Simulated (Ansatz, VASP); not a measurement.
**PbSe in VASP and in Ansatz**

```
Pb Se
1.0
     2.06956   -5.96135    0.00000
     2.06956    5.96135    0.00000
     0.00000    0.00000    4.25793
Pb Se
2 2
Direct
  0.86944 0.13056 0.75000
  0.13056 0.86944 0.25000
  0.64520 0.35480 0.75000
  0.35480 0.64520 0.25000
```

Alike in both runs: task single point; functional PBEsol; k mesh 8 × 8 × 6; occupations gaussian, width 0.02 eV; no spin polarisation.

```csv
,VASP,Ansatz
version,VASP 6.6.1,Ansatz 0.2.0
potentials or method,"VASP PAW PBE potentials, release 64 (Pb_d, Se)","scalar-relativistic, plane waves, PAW"
plane-wave cutoff (eV),520,420
valence electrons in the cell,40,60
```

```tsv
	VASP	Ansatz	Ansatz less VASP
gap on the k mesh at the Fermi level (eV)	0.64	0.65	+0.003
least direct gap on the mesh (eV)	0.97	0.98	+0.001
pressure (GPa)	5.7	5.7	-0.05
largest component of the traceless stress (GPa)	0.61	0.58	-0.036
rms of the force components (eV/Å)	0.501	0.492	-0.0084
```

Atom by atom the forces differ by 0.008 eV/Å (rms over components). The two sets of potentials don't hold the same shells in valence.

Caveats: the PAW data sets were made with another functional, which shifts forces and pressure a little (VASP); spin-orbit coupling is left out, which as a rule narrows the gap of such compounds by several tenths of an eV. A k mesh can miss the band edges.
